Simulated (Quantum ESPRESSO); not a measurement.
# AlN (P6_3mc) in Quantum ESPRESSO: further runs

Aim: see how the results for AlN move with the level of theory and the settings. Levels: PBE, LDA. Tasks: phonons.

Everything below comes from runs of Quantum ESPRESSO 7.5. Logs are shortened: lines on timing, memory, paths and dates and some standing lists are left out, and cuts for length are marked.

## 1. Starting point

It takes space group P6_3mc (No. 186, hexagonal). Conventional cell: a = 3.113 Å, b = 3.113 Å, c = 4.981 Å, α = 90.00°, β = 90.00°, γ = 120.00°. Al (site symmetry 3m) has 4 N at 1.89 Å as nearest neighbours. Around N (site symmetry 3m) lie 4 Al at 1.89 Å.

## 2. Phonons, PBE

File pw.in:

```
&CONTROL
  calculation = 'scf'
  prefix = 'pwscf'
  outdir = './tmp'
  pseudo_dir = './pseudo'
  tprnfor = .true.
  tstress = .true.
  disk_io = 'low'
/
&SYSTEM
  ibrav = 0
  nat = 4
  ntyp = 2
  ecutwfc = 75
  nbnd = 24
  occupations = 'smearing'
  smearing = 'fd'
  degauss = 0.00367493
/
&ELECTRONS
  conv_thr = 8d-10
  electron_maxstep = 120
  mixing_beta = 0.5
/
ATOMIC_SPECIES
Al    26.9815 Al_ONCV_PBE-1.2.upf
N     14.0070 N_ONCV_PBE-1.2.upf
CELL_PARAMETERS angstrom
   3.1130000000    0.0000000000    0.0000000000
  -1.5565000000    2.6959370820    0.0000000000
   0.0000000000    0.0000000000    4.9810000000
ATOMIC_POSITIONS crystal
Al     0.6666666667    0.3333333333    0.5000000000
Al     0.3333333333    0.6666666667    0.0000000000
N      0.6666666667    0.3333333333    0.8800000000
N      0.3333333333    0.6666666667    0.3800000000
K_POINTS automatic
6 6 4 0 0 1
```

File relax.in:

```
&CONTROL
  calculation = 'vc-relax'
  prefix = 'pwscf'
  outdir = './tmp'
  pseudo_dir = './pseudo'
  tprnfor = .true.
  tstress = .true.
  disk_io = 'low'
  nstep = 40
  forc_conv_thr = 0.0001
  etot_conv_thr = 1d-06
/
&SYSTEM
  ibrav = 0
  nat = 4
  ntyp = 2
  ecutwfc = 75
  nbnd = 24
  occupations = 'smearing'
  smearing = 'fd'
  degauss = 0.00367493
/
&ELECTRONS
  conv_thr = 8d-10
  electron_maxstep = 120
  mixing_beta = 0.5
/
&IONS
  ion_dynamics = 'bfgs'
/
&CELL
  cell_dynamics = 'bfgs'
  press = 0
  press_conv_thr = 0.2
/
ATOMIC_SPECIES
Al    26.9815 Al_ONCV_PBE-1.2.upf
N     14.0070 N_ONCV_PBE-1.2.upf
CELL_PARAMETERS angstrom
   3.1130000000    0.0000000000    0.0000000000
  -1.5565000000    2.6959370820    0.0000000000
   0.0000000000    0.0000000000    4.9810000000
ATOMIC_POSITIONS crystal
Al     0.6666666667    0.3333333333    0.5000000000
Al     0.3333333333    0.6666666667    0.0000000000
N      0.6666666667    0.3333333333    0.8800000000
N      0.3333333333    0.6666666667    0.3800000000
K_POINTS automatic
6 6 4 0 0 1
```

File scf2.in:

```
&CONTROL
  calculation = 'scf'
  prefix = 'pwscf'
  outdir = './tmp'
  pseudo_dir = './pseudo'
  tprnfor = .true.
  tstress = .true.
  disk_io = 'low'
/
&SYSTEM
  ibrav = 0
  nat = 4
  ntyp = 2
  ecutwfc = 75
  nbnd = 24
  occupations = 'fixed'
/
&ELECTRONS
  conv_thr = 1d-13
  electron_maxstep = 120
  mixing_beta = 0.5
  startingpot = 'file'
  startingwfc = 'file'
/
ATOMIC_SPECIES
Al    26.9815 Al_ONCV_PBE-1.2.upf
N     14.0070 N_ONCV_PBE-1.2.upf
CELL_PARAMETERS angstrom
   3.1248428034    0.0000000000    0.0000000000
  -1.5624214017    2.7061932506    0.0000000000
   0.0000000000    0.0000000000    5.0091806707
ATOMIC_POSITIONS crystal
Al     0.6666666667    0.3333333333    0.4992639895
Al     0.3333333333    0.6666666667   -0.0007360105
N      0.6666666667    0.3333333333    0.8807360105
N      0.3333333333    0.6666666667    0.3807360105
K_POINTS automatic
6 6 4 0 0 1
```

File ph.in:

```
phonons of AlN
&INPUTPH
  prefix = 'pwscf'
  outdir = './tmp'
  tr2_ph = 1d-16
  fildyn = 'dyn'
  niter_ph = 60
  alpha_mix(1) = 0.7
  epsil = .true.
/
0.0000000000 0.0000000000 0.0000000000
```

File dynmat.in:

```
&INPUT
  fildyn = 'dyn'
  asr = 'crystal'
  lperm = .true.
  filout = 'dynmat.disp'
  fileig = 'dynmat.eig'
/
```

File dynmat_lo.in:

```
&INPUT
  fildyn = 'dyn'
  asr = 'crystal'
  filout = 'dynmat_lo.disp'
  fileig = 'dynmat_lo.eig'
  q(1) = 0
  q(2) = 0
  q(3) = 1
/
```

Potentials or basis: SG15 PBE 1.2.

On the command line:

```console
> OMP_NUM_THREADS=1 pw.x -in pw.in > pw.out
> OMP_NUM_THREADS=1 pw.x -in relax.in > relax.out
> OMP_NUM_THREADS=1 pw.x -in scf2.in > scf2.out
> OMP_NUM_THREADS=1 ph.x -in ph.in > ph.out
> OMP_NUM_THREADS=1 dynmat.x -in dynmat.in > dynmat.out
> OMP_NUM_THREADS=1 dynmat.x -in dynmat_lo.in > dynmat_lo.out
```

pw.out:

```text
This program is part of the open-source Quantum ESPRESSO suite
     for quantum simulation of materials; please cite
[... 9 lines left out ...]
     --------------------
     sticks:   dense  smooth     PW     G-vecs:    dense   smooth      PW
     Sum         721     721    211                24771    24771    3995

     Using Slab Decomposition

     bravais-lattice index     =            0
     lattice parameter (alat)  =       5.8827  a.u.
     unit-cell volume          =     282.0993 (a.u.)^3
     number of atoms/cell      =            4
     number of atomic types    =            2
     number of electrons       =        32.00
     number of Kohn-Sham states=           24
     kinetic-energy cutoff     =      75.0000  Ry
     charge density cutoff     =     300.0000  Ry
     scf convergence threshold =      8.0E-10
     mixing beta               =       0.5000
     number of iterations used =            8  plain     mixing
     Exchange-correlation= PBE
                           (   1   4   3   4   0   0   0)

     celldm(1)=   5.882717  celldm(2)=   0.000000  celldm(3)=   0.000000
     celldm(4)=   0.000000  celldm(5)=   0.000000  celldm(6)=   0.000000

     crystal axes: (cart. coord. in units of alat)
               a(1) = (   1.000000   0.000000   0.000000 )
               a(2) = (  -0.500000   0.866025   0.000000 )
               a(3) = (   0.000000   0.000000   1.600064 )

     reciprocal axes: (cart. coord. in units 2 pi/alat)
               b(1) = (  1.000000  0.577350 -0.000000 )
               b(2) = (  0.000000  1.154701  0.000000 )
               b(3) = (  0.000000 -0.000000  0.624975 )

     PseudoPot. # 1 for Al read from file:
     Al_ONCV_PBE-1.2.upf
     Pseudo is Norm-conserving, Zval = 11.0
     Generated using ONCVPSP code by D. R. Hamann
     Using radial grid of  602 points,  4 beta functions with:
                l(1) =   0
                l(2) =   0
                l(3) =   1
                l(4) =   1

     PseudoPot. # 2 for N  read from file:
     N_ONCV_PBE-1.2.upf
     Pseudo is Norm-conserving, Zval =  5.0
     Generated using ONCVPSP code by D. R. Hamann
     Using radial grid of  602 points,  4 beta functions with:
                l(1) =   0
                l(2) =   0
                l(3) =   1
                l(4) =   1

     atomic species   valence    mass     pseudopotential
     Al               11.00    26.98150     Al( 1.00)
     N                 5.00    14.00700     N ( 1.00)

     12 Sym. Ops. (no inversion) found ( 6 have fractional translation)

   Cartesian axes

     site n.     atom                  positions (alat units)
         1        Al     tau(   1) = (   0.5000000   0.2886751   0.8000321  )
         2        Al     tau(   2) = (  -0.0000000   0.5773503   0.0000000  )
         3        N      tau(   3) = (   0.5000000   0.2886751   1.4080565  )
         4        N      tau(   4) = (  -0.0000000   0.5773503   0.6080244  )

     number of k points=    14  Fermi-Dirac smearing, width (Ry)=  0.0037
                       cart. coord. in units 2pi/alat
        k(    1) = (   0.0000000   0.0000000   0.0781219), wk =   0.0277778
        k(    2) = (   0.0000000   0.0000000   0.2343656), wk =   0.0277778
        k(    3) = (   0.0000000   0.1924501   0.0781219), wk =   0.1666667
        k(    4) = (   0.0000000   0.1924501   0.2343656), wk =   0.1666667
        k(    5) = (   0.0000000   0.3849002   0.0781219), wk =   0.1666667
        k(    6) = (   0.0000000   0.3849002   0.2343656), wk =   0.1666667
        k(    7) = (   0.0000000  -0.5773503   0.0781219), wk =   0.0833333
        k(    8) = (   0.0000000  -0.5773503   0.2343656), wk =   0.0833333
        k(    9) = (   0.1666667   0.2886751   0.0781219), wk =   0.1666667
        k(   10) = (   0.1666667   0.2886751   0.2343656), wk =   0.1666667
        k(   11) = (   0.1666667   0.4811252   0.0781219), wk =   0.3333333
        k(   12) = (   0.1666667   0.4811252   0.2343656), wk =   0.3333333
        k(   13) = (   0.3333333   0.5773503   0.0781219), wk =   0.0555556
        k(   14) = (   0.3333333   0.5773503   0.2343656), wk =   0.0555556

     Dense  grid:    24771 G-vectors     FFT dimensions: (  36,  36,  54)

     Initial potential from superposition of free atoms

     starting charge      31.8318, renormalised to      32.0000
     Starting wfcs are random

     Self-consistent Calculation

     iteration #  1     ecut=    75.00 Ry     beta= 0.50
     Davidson diagonalization with overlap
     ethr =  1.00E-02,  avg # of iterations =  8.6

     total energy              =    -316.71815193 Ry
     estimated scf accuracy    <       1.14177367 Ry

     iteration #  2     ecut=    75.00 Ry     beta= 0.50
     Davidson diagonalization with overlap
     ethr =  3.57E-03,  avg # of iterations =  2.0

     total energy              =    -317.02552060 Ry
     estimated scf accuracy    <       0.11306375 Ry

     iteration #  3     ecut=    75.00 Ry     beta= 0.50
     Davidson diagonalization with overlap
     ethr =  3.53E-04,  avg # of iterations =  2.0

     total energy              =    -317.04200140 Ry
     estimated scf accuracy    <       0.00762189 Ry

     iteration #  4     ecut=    75.00 Ry     beta= 0.50
     Davidson diagonalization with overlap
     ethr =  2.38E-05,  avg # of iterations =  4.5

     total energy              =    -317.04236009 Ry
     estimated scf accuracy    <       0.00073138 Ry

     iteration #  5     ecut=    75.00 Ry     beta= 0.50
     Davidson diagonalization with overlap
     ethr =  2.29E-06,  avg # of iterations =  3.5

     total energy              =    -317.04250367 Ry
     estimated scf accuracy    <       0.00000467 Ry

     iteration #  6     ecut=    75.00 Ry     beta= 0.50
     Davidson diagonalization with overlap
     ethr =  1.46E-08,  avg # of iterations =  2.4

     total energy              =    -317.04250474 Ry
     estimated scf accuracy    <       0.00000114 Ry

     iteration #  7     ecut=    75.00 Ry     beta= 0.50
     Davidson diagonalization with overlap
     ethr =  3.55E-09,  avg # of iterations =  2.0

     total energy              =    -317.04250486 Ry
     estimated scf accuracy    <       0.00000005 Ry

     iteration #  8     ecut=    75.00 Ry     beta= 0.50
     Davidson diagonalization with overlap
     ethr =  1.54E-10,  avg # of iterations =  2.1

     End of self-consistent calculation

          k = 0.0000 0.0000 0.0781 (  3074 PWs)   bands (ev):

   -91.1227 -91.1219 -52.6608 -52.6508 -52.6408 -52.6408 -52.6391 -52.6391
    -5.5952  -3.6161   3.7161   8.6713   8.6713   9.1285   9.2782   9.2782
    14.0038  16.2047  19.9749  20.6614  20.6614  22.1339  22.4445  22.4445

          k = 0.0000 0.0000 0.2344 (  3098 PWs)   bands (ev):

   -91.1225 -91.1222 -52.6579 -52.6537 -52.6403 -52.6403 -52.6396 -52.6396
    -5.1331  -4.3428   5.1566   7.2454   8.8423   8.8423   9.0938   9.0938
    15.3753  16.2488  19.6265  20.4043  20.7485  20.7485  21.4106  21.4106

          k = 0.0000 0.1925 0.0781 (  3085 PWs)   bands (ev):

   -91.1226 -91.1218 -52.6601 -52.6512 -52.6426 -52.6414 -52.6409 -52.6395
    -5.2502  -3.4147   4.0912   7.2733   7.8766   8.2861   9.1811   9.2141
    15.0975  17.2576  18.5808  19.3077  21.5190  21.5924  22.0226  22.4553

          k = 0.0000 0.1925 0.2344 (  3078 PWs)   bands (ev):

   -91.1224 -91.1220 -52.6576 -52.6539 -52.6420 -52.6413 -52.6408 -52.6400
    -4.8119  -4.0740   5.2338   6.7094   7.8340   8.5267   8.5820   8.8956
    15.8741  16.9348  18.4959  19.2037  21.0221  21.5175  21.6839  22.0719

          k = 0.0000 0.3849 0.0781 (  3103 PWs)   bands (ev):

   -91.1222 -91.1217 -52.6582 -52.6525 -52.6460 -52.6445 -52.6425 -52.6402
    -4.3634  -3.0400   4.6724   5.4921   6.1338   7.7013   8.6673   8.9006
    15.5059  16.1893  17.8221  19.7457  20.9667  21.0629  21.8948  23.8702

          k = 0.0000 0.3849 0.2344 (  3094 PWs)   bands (ev):

   -91.1220 -91.1218 -52.6570 -52.6547 -52.6452 -52.6445 -52.6419 -52.6409
    -4.0161  -3.4717   4.5437   5.0911   7.2253   8.0100   8.4624   8.5014
    15.1256  15.8625  18.6415  19.5309  20.8104  21.5372  22.0473  23.2566

          k = 0.0000-0.5774 0.0781 (  3094 PWs)   bands (ev):

   -91.1219 -91.1217 -52.6569 -52.6536 -52.6477 -52.6463 -52.6431 -52.6406
    -3.6539  -3.0050   3.9674   5.1219   6.3766   7.4565   7.9237   8.7531
    15.0211  15.3761  18.1446  19.4783  20.6236  21.7604  21.9707  24.7520

          k = 0.0000-0.5774 0.2344 (  3106 PWs)   bands (ev):

   -91.1219 -91.1218 -52.6566 -52.6553 -52.6466 -52.6460 -52.6424 -52.6413
    -3.4473  -3.1741   3.7736   4.2169   7.5693   7.7859   8.3159   8.4039
    14.5038  15.2494  18.5671  19.2832  20.8344  21.6855  21.8931  23.6628

          k = 0.1667 0.2887 0.0781 (  3095 PWs)   bands (ev):

   -91.1223 -91.1217 -52.6588 -52.6521 -52.6446 -52.6439 -52.6421 -52.6405
    -4.6280  -3.1197   4.7192   6.0862   6.3117   7.7084   8.5491   8.9428
    16.2364  16.9208  18.1846  18.6849  20.6113  21.1769  21.9600  23.7183

          k = 0.1667 0.2887 0.2344 (  3096 PWs)   bands (ev):

   -91.1221 -91.1219 -52.6571 -52.6544 -52.6440 -52.6436 -52.6417 -52.6411
    -4.2468  -3.6314   5.0042   5.6272   7.3699   7.5914   8.1771   8.7015
    16.0615  16.5007  18.7810  18.9433  20.7312  21.1534  22.0224  22.8791

          k = 0.1667 0.4811 0.0781 (  3095 PWs)   bands (ev):

   -91.1220 -91.1217 -52.6569 -52.6536 -52.6468 -52.6457 -52.6437 -52.6416
    -3.7245  -2.9495   4.4657   5.3222   6.2654   6.7802   7.9006   8.2210
    15.3047  16.7154  18.2033  19.4253  20.3874  21.4266  22.1082  24.2848

          k = 0.1667 0.4811 0.2344 (  3109 PWs)   bands (ev):

   -91.1219 -91.1218 -52.6565 -52.6552 -52.6459 -52.6454 -52.6431 -52.6422
    -3.4911  -3.1665   4.2510   4.6033   6.5873   7.2264   7.9934   8.7015
    15.4502  16.2214  18.4805  19.1424  20.4141  21.0239  22.5167  23.6651

          k = 0.3333 0.5774 0.0781 (  3087 PWs)   bands (ev):

   -91.1217 -91.1217 -52.6551 -52.6551 -52.6461 -52.6453 -52.6453 -52.6432
    -3.1416  -3.1416   4.7580   5.4683   5.4683   6.9267   7.4246   7.4246
    14.7994  17.8515  18.8704  18.8704  21.1351  21.1351  22.6443  24.4211

          k = 0.3333 0.5774 0.2344 (  3087 PWs)   bands (ev):

   -91.1217 -91.1217 -52.6558 -52.6558 -52.6453 -52.6447 -52.6447 -52.6441
    -3.1084  -3.1084   4.7691   4.7691   5.2517   6.1123   8.4995   8.4995
    16.1990  17.4572  17.6063  17.6063  21.3624  21.3624  22.8779  24.4484

     the Fermi energy is    10.6426 ev

!    total energy              =    -317.04250487 Ry
     estimated scf accuracy    <          3.3E-10 Ry
     smearing contrib. (-TS)   =      -0.00000000 Ry
     internal energy E=F+TS    =    -317.04250487 Ry

     The total energy is F=E-TS. E is the sum of the following terms:
     one-electron contribution =    -170.30501574 Ry
     hartree contribution      =      78.34451426 Ry
     xc contribution           =     -41.96023127 Ry
     ewald contribution        =    -183.12177213 Ry

     convergence has been achieved in   8 iterations

     Forces acting on atoms (cartesian axes, Ry/au):

     atom    1 type  1   force =     0.00000000    0.00000000   -0.00481881
     atom    2 type  1   force =    -0.00000000   -0.00000000   -0.00481881
     atom    3 type  2   force =     0.00000000    0.00000000    0.00481881
     atom    4 type  2   force =     0.00000000    0.00000000    0.00481881

     Total force =     0.009638     Total SCF correction =     0.000009

     Computing stress (Cartesian axis) and pressure

          total   stress  (Ry/bohr**3)                   (kbar)     P=       27.34
   0.00014983  -0.00000000   0.00000000           22.04       -0.00        0.00
   0.00000000   0.00014983   0.00000000            0.00       22.04        0.00
   0.00000000   0.00000000   0.00025785            0.00        0.00       37.93

=------------------------------------------------------------------------------=
   JOB DONE.
=------------------------------------------------------------------------------=
```

Wall time 9.3 min (1 thread of Intel Xeon Platinum 8259CL at 2.50GHz (Skylake/Cascade Lake), shared host); peak memory 0.08 GiB.

Results:

- Free energy: -4313.5902 eV
- Electronic dielectric tensor (diagonal): 4.57, 4.57, 4.73
- Born charges (mean of the diagonal): Al +2.59; N -2.60 e

Levels at points of the mesh, in eV from the valence-band top:
| k point | band 13 | band 14 | band 15 | band 16 | band 17 | band 18 | band 19 | band 20 |
| --- | --- | --- | --- | --- | --- | --- | --- | --- |
| (0.00, 0.00, 0.12) | -0.60 | -0.13 | 0.00 | 0.00 | 4.62 | 6.84 | 10.60 | 11.31 |

Electronic dielectric tensor:
```
4.57 0.00 0.00
0.00 4.57 0.00
0.00 0.00 4.73
```

Born effective charge tensors (e):
atom 1, Al
```
2.53 0.00 0.00
0.00 2.53 0.00
0.00 0.00 2.69
```
atom 2, Al
```
2.53 0.00 0.00
0.00 2.53 0.00
0.00 0.00 2.69
```
atom 3, N
```
-2.55  0.00  0.00
 0.00 -2.55  0.00
 0.00  0.00 -2.69
```
atom 4, N
```
-2.55  0.00  0.00
 0.00 -2.55  0.00
 0.00  0.00 -2.69
```

Caveat: the acoustic modes lie far from zero, so the frequencies are unreliable; some modes are imaginary; the cutoff is too short for stress, so the log's stress isn't used.

[end of part 1 of 2]
